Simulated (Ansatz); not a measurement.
# ZnAu (P1) in Ansatz: convergence with n extra bands

Aim: find how far n extra bands must go before the results for ZnAu settle, at PBE. This setting moves, with any that are tied to it; all else stays.

All numbers are computed with Ansatz 0.2.0; they aren't measurements. Logs are shortened: lines on timing, memory, paths and dates and some standing lists are left out, and cuts for length are marked.

## Step 1: The cell of the first run

The typed cell holds 2 atoms: a = 3.147 Å, b = 3.147 Å, c = 3.147 Å, α = 90.00°, β = 90.00°, γ = 90.00°.

The cell isn't the ideal one: atoms moved at random, drawn with an rms of 0.05 Å.

## Step 2: With n extra bands 1

File input.yaml:

```yaml
crystal:
  lattice:
    - [3.147, 0.0, 0.0]
    - [0.0, 3.147, 0.0]
    - [0.0, 0.0, 3.147]
  atoms:
    - { symbol: Au, position: [0.00445, -0.003031, -0.010596] }
    - { symbol: Zn, position: [0.485155, 0.515448, 0.502437] }
hamiltonian:
  xc: pbe
  pseudopotentials: { kind: paw }
kpoints:
  mp_grid: { grid: [6, 6, 6] }
scf:
  occupations: { method: methfessel_paxton, width: 0.1 }
  n_extra_bands: 1
output:
  forces: true
  stress: true
  eigenvalues: true
```

Potentials or basis: Ansatz PAW.

On the command line:

```console
$ ansatz run input.yaml --threads 2 --pin off --max-ram 5632MiB --backend cpu --events-out ev --progress --plain --runs-dir out
```

It took 4.7 s on 2 threads of Intel Xeon at 2.50GHz (Skylake/Cascade Lake), shared host; peak memory 0.38 GiB.

Results:

```
Free energy            : -16468.7009 eV
Pressure               : 5.5 GPa
Largest force          : 0.358 eV/Å
Band gap on the k mesh : none (metal or under the smearing width)
```

## Step 3: With n extra bands 2

input.yaml, as its differences from that of step 2:

```diff
@@ -15,3 +15,3 @@
   occupations: { method: methfessel_paxton, width: 0.1 }
-  n_extra_bands: 1
+  n_extra_bands: 2
 output:
```

Potentials or basis: Ansatz PAW.

On the command line:

```console
$ ansatz run input.yaml --threads 2 --pin off --max-ram 5632MiB --backend cpu --events-out ev --progress --plain --runs-dir out
```

Wall time 4.9 s (2 threads of Intel Xeon at 2.50GHz (Skylake/Cascade Lake), shared host); peak memory 0.39 GiB.

Results:

| Property | Result |
| --- | --- |
| Free energy | -16468.7009 eV |
| Pressure | 5.5 GPa |
| Largest force | 0.358 eV/Å |
| Band gap on the k mesh | none (metal or under the smearing width) |

## Step 4: With n extra bands 4

input.yaml, as its differences from that of step 3:

```diff
@@ -15,3 +15,3 @@
   occupations: { method: methfessel_paxton, width: 0.1 }
-  n_extra_bands: 2
+  n_extra_bands: 4
 output:
```

On the command line:

```console
$ ansatz run input.yaml --threads 2 --pin off --max-ram 5632MiB --backend cpu --events-out ev --progress --plain --runs-dir out
```

Run time: 4.8 s. Hardware: 2 threads of Intel Xeon at 2.50GHz (Skylake/Cascade Lake), shared host; peak memory 0.39 GiB.

Results:

* Free energy: -16468.7009 eV
* Pressure: 5.5 GPa
* Largest force: 0.358 eV/Å
* Band gap on the k mesh: none (metal or under the smearing width)

## Step 5: With n extra bands 8

input.yaml, as its differences from that of step 4:

```diff
@@ -15,3 +15,3 @@
   occupations: { method: methfessel_paxton, width: 0.1 }
-  n_extra_bands: 4
+  n_extra_bands: 8
 output:
```

On the command line:

```console
$ ansatz run input.yaml --threads 2 --pin off --max-ram 5632MiB --backend cpu --events-out ev --progress --plain --runs-dir out
```

It took 5.7 s on 2 threads of Intel Xeon at 2.50GHz (Skylake/Cascade Lake), shared host; peak memory 0.4 GiB.

The run converged. Its results:

```
Free energy            : -16468.7009 eV
Pressure               : 5.5 GPa
Largest force          : 0.358 eV/Å
Band gap on the k mesh : none (metal or under the smearing width)
```

## Step 6: With n extra bands 16

input.yaml, as its differences from that of step 5:

```diff
@@ -15,3 +15,3 @@
   occupations: { method: methfessel_paxton, width: 0.1 }
-  n_extra_bands: 8
+  n_extra_bands: 16
 output:
```

Potentials or basis: Ansatz PAW.

On the command line:

```console
$ ansatz run input.yaml --threads 2 --pin off --max-ram 5632MiB --backend cpu --events-out ev --progress --plain --runs-dir out
```

Run time: 6.6 s. Hardware: 2 threads of Intel Xeon at 2.50GHz (Skylake/Cascade Lake), shared host; peak memory 0.42 GiB.

The run converged. Its results:

| Property | Result |
| --- | --- |
| Free energy | -16468.7009 eV |
| Pressure | 5.5 GPa |
| Largest force | 0.358 eV/Å |
| Band gap on the k mesh | none (metal or under the smearing width) |

## Step 7: With n extra bands 32

input.yaml, as its differences from that of step 6:

```diff
@@ -15,3 +15,3 @@
   occupations: { method: methfessel_paxton, width: 0.1 }
-  n_extra_bands: 16
+  n_extra_bands: 32
 output:
```

Potentials or basis: Ansatz PAW.

On the command line:

```console
$ ansatz run input.yaml --threads 2 --pin off --max-ram 5632MiB --backend cpu --events-out ev --progress --plain --runs-dir out
```

Log:

```text
Warning: RAYON_NUM_THREADS=2 ignored (pool sized by the plan → 2); use --threads N
scf.n_extra_bands = 32 over 16 filled bands (N_el = 31.0): the run solves 48 bands
Engine: ansatz 0.2.0, x86_64-unknown-linux-gnu
Pseudopotentials: kind: paw
Pseudopotential: Au, paw, valence charge 19, recommended cutoff 420 eV (normal), Au.paw.azcp
Pseudopotential: Zn, paw, valence charge 12, recommended cutoff 420 eV (normal), Zn.paw.azcp
Functional definition: PBE
  parameter kappa = 0.804
  parameter beta = 0.06672455060314922
  exchange = pbe_x(kappa = kappa, mu = beta*pi^2/3)
  correlation = pbe_c(beta = beta)
Crystal: 2 atoms, lattice volume = 31.167 Å³
Basis set: ecut = 420 eV, 619 PW (Γ), exchange–correlation on 48×48×48 points (8 copies of the dense FFT grid, shifted against one another)
Bands: 48, of which v1, the nominal top of the filled ones, is band 16 counted from 1 (15 counted from 0)
Symmetry: 1 space group operations
Space group: P1 (ITA 1), of the structure as read, at distance tolerance 3.1e-5 Å
k-points: 112 of 216 (time reversal used)
Non-local potential: Au, projectors of the file, l = 0: 3, l = 1: 2, l = 2: 2, l = 3: 1
Non-local potential: Zn, projectors of the file, l = 0: 2, l = 1: 2, l = 2: 3, l = 3: 1
PAW form: soft (Blöchl's): semilocal exchange-correlation on the pseudo side does not see the compensation charge
PAW one-centre angular grid: Au, 590 points (default); XC on 64 Gauss nodes
PAW one-centre angular grid: Zn, 590 points (default); XC on 64 Gauss nodes
Initial density: superposition of atomic densities (neutral atoms: chi_scale 0, normalization atom), corrected by the library's trained network
Initial wavefunctions: pseudopotential atomic-orbital guess
Functional: x = pbe(κ = 0.804, μ = 0.2195149727645171), c = pbe(β = 0.06672455060314922)
SCF iter   1: F=—  HF=-16468.700556 eV  |F-HF|=—  |Δ(HF+E_count)|=         —  Δρ=1.61e-3  dr2=4.46e-4  ethr=1.77e-3  ⟨swp⟩=5.0  Hψ=23045  notcnv=0  defer=1719
preconditioner: auto → none  [insulator: Δε(μ)=0.599 eV  Ē_g=35.600 eV  σ=0.100 eV  W_gap=0.64  n_scr=6 (ndim 8)  ℏωp=31.9 eV  f_vac=0.000  D(μ)=3.22/eV (n_scr^D=32)  ε∞_Penn≈1.8]
SCF iter   2: F=—  HF=-16468.700882 eV  |F-HF|=—  |Δ(HF+E_count)|=   3.26e-4  S|Δr|=    0.00e0  Δρ=9.84e-4  dr2=1.25e-4  ethr=1.44e-6  ⟨swp⟩=2.1  Hψ=7641  notcnv=0  defer=1903
SCF iter   3: F=—  HF=-16468.700894 eV  |F-HF|=—  |Δ(HF+E_count)|=   1.13e-5  S|Δr|=    0.00e0  Δρ=4.92e-4  dr2=2.08e-5  ethr=4.04e-7  ⟨swp⟩=2.1  Hψ=3756  notcnv=0  defer=1903
SCF iter   4: F=—  HF=-16468.700919 eV  |F-HF|=—  |Δ(HF+E_count)|=   2.50e-5  S|Δr|=    0.00e0  Δρ=1.16e-4  dr2=1.81e-6  ethr=6.72e-8  ⟨swp⟩=2.3  Hψ=3728  notcnv=0  defer=1903
SCF iter   5: F=—  HF=-16468.700919 eV  |F-HF|=—  |Δ(HF+E_count)|=   8.04e-7  S|Δr|=    0.00e0  Δρ=3.06e-5  dr2=3.20e-7  ethr=5.82e-9  ⟨swp⟩=2.2  Hψ=3683  notcnv=0  defer=1903
SCF iter   6: F=-16468.700919 eV  HF=-16468.700919 eV  |F-HF|=1.74e-8  |Δ(HF+E_count)|=   3.31e-8  S|Δr|=    0.00e0  Δρ=1.25e-5  dr2=2.57e-8  ethr=3.23e-10  ⟨swp⟩=10.6  Hψ=31657  notcnv=0
SCF 1 converged in 6 iterations: F = -16468.700919 eV  dr2 = 2.57e-8
SCF converged after 6 iterations
Stability not checked: this state was not tested for a lower state beside it, because cold or Methfessel-Paxton smearing, or corrected tetrahedra, fill the levels in a way that the test cannot read (fill_not_monotonic; see scf.lower_state_search)
Free energy (F): -16468.700919 eV
Harris-Foulkes:  -16468.700919 eV  (|F-HF|=1.74e-8)
Internal energy: -16468.696226 eV  (E = F + TS)
E sigma→0 (E₀):  -16468.699746 eV
Entropy (-TS):   -0.004693 eV (-2.346 meV/atom)
Fermi energy:    17.202574 eV
--- Per-component energies (eV) ---
  E_band       = -166.627954
  E_kinetic    = 736.603083
  E_local      = -3253.749386  (includes V_loc(G=0)·N_el)
  E_nonlocal   = 685.794665
  E_hartree    = 1375.084577
  E_xc         = -366.323329
  E_vxc        = -328.761358  (∫ρ·V_xc dr)
  E_paw        = -11533.324654  (= ΣΔE_a)
  E_vpaw       = -756.675128  (= ΣTr[D̂ρ^β])
  E_aug_tail   = 0.001028  (compensation charges beyond the density's cutoff)
  E_ewald      = -4112.782210
  E_smearing   = -0.004693  (= −TS)
  E_closure    = 0.000000  (closes the sum)
  Σ components = -16468.700919   (vs F -16468.700919, Δ=0.00e0)
--- Forces (eV/Å), atoms counted from 1 ---
  atom   1  Au    -0.23190028     0.22253635     0.15873297
  atom   2  Zn     0.23190709    -0.22254339    -0.15873851
  max |Σ_I F_I| component: 7.05e-6 eV/Å
--- Stress (GPa, compression-positive) ---
        5.426041      -0.404593      -0.286194
       -0.404593       5.449071       0.274242
       -0.286194       0.274242       5.578986
  P = ⅓ Tr σ = 5.4847 GPa (54.847 kbar)
--- Band table (eV; the first three rows and the last of 112) ---
  k-point 0: bands = ["-89.1323", "-40.5522", "-40.5501", "-40.5497", "6.4386", "8.9406", "8.9441", "9.6287", "9.6448", "9.6457", "11.6179", "11.6232", "13.3072", "13.3076", "13.3154", "22.0608", "22.0696", "22.0745", "25.9117", "29.1222", "29.1316", "35.1827", "35.2015", "35.2076", "39.5975", "39.5977", "39.6639", "42.0058", "42.0129", "42.5313", "42.5349", "42.5381", "44.8144", "50.3418", "51.5202", "51.5223", "51.8969", "58.2023", "58.2720", "58.2737", "60.1948", "63.9722", "63.9783", "64.0349", "66.4148", "66.4759", "66.4884", "70.4841"]
  k-point 1: bands = ["-89.1320", "-40.5610", "-40.5507", "-40.5490", "6.9256", "9.0447", "9.0783", "9.6267", "9.6410", "9.6789", "11.5409", "11.7478", "12.9794", "12.9795", "13.2731", "19.3477", "22.9577", "22.9606", "27.0781", "28.6551", "31.4554", "34.7802", "34.7854", "34.8335", "35.9481", "37.7872", "37.8495", "41.2259", "43.6354", "43.9248", "45.5493", "45.5553", "46.3910", "50.3948", "50.4369", "50.5493", "52.9661", "57.1113", "57.1164", "58.7991", "59.6445", "63.1146", "64.6565", "65.0142", "65.0294", "67.6828", "67.7168", "68.9708"]
  k-point 2: bands = ["-89.1316", "-40.5813", "-40.5493", "-40.5475", "8.2382", "9.2735", "9.3462", "9.6258", "9.6340", "9.7537", "11.3657", "11.9071", "12.4042", "12.4053", "13.1986", "16.0602", "25.1855", "25.1988", "27.6616", "27.8173", "31.6297", "31.7153", "31.7469", "34.4521", "37.1094", "39.1957", "39.1980", "39.9123", "43.7376", "46.3025", "46.3152", "48.2586", "48.3399", "49.6420", "50.0521", "50.0876", "50.9690", "57.0771", "57.1249", "59.8648", "60.4381", "60.5637", "63.5055", "63.5175", "67.0547", "68.3413", "68.8322", "68.9652"]
  k-point 111: bands = ["-89.1294", "-40.5857", "-40.5837", "-40.5833", "9.3670", "9.3721", "9.3723", "9.9816", "9.9816", "10.6051", "10.6167", "10.6172", "13.9411", "13.9411", "18.4773", "20.6446", "20.7492", "20.7890", "20.8071", "22.9728", "22.9929", "23.0563", "44.0259", "44.0312", "44.0467", "45.0971", "45.1046", "45.1419", "47.3491", "47.3705", "47.3825", "47.3935", "47.5495", "47.5574", "49.5785", "49.5847", "51.4010", "55.4877", "55.4889", "55.7096", "55.8370", "55.9146", "55.9158", "60.4419", "60.5718", "60.5776", "67.4249", "67.4409"]
```

Run time: 9.7 s. Hardware: 2 threads of Intel Xeon at 2.50GHz (Skylake/Cascade Lake), shared host; peak memory 0.47 GiB.

Results:

| Item | Value |
| --- | --- |
| Free energy | -16468.7009 eV |
| Pressure | 5.5 GPa |
| Largest force | 0.358 eV/Å |
| Band gap on the k mesh | none (metal or under the smearing width) |

## Step 8: Summary

```tsv
n extra bands	energy less the tightest run, at zero smearing (meV/atom)	SCF cycles	CPU time (s)	peak memory (GiB)
1	0.00	6	8.8	0.38
2	0.00	6	9.2	0.39
4	0.00	6	8.8	0.39
8	0.00	6	11	0.4
16	0.00	6	12	0.42
32	0.00	6	19	0.47
```

Against the tightest run, the energy stays within 1 meV/atom from 1 on. The tightest run that finished is the yardstick and may itself not be fully converged.
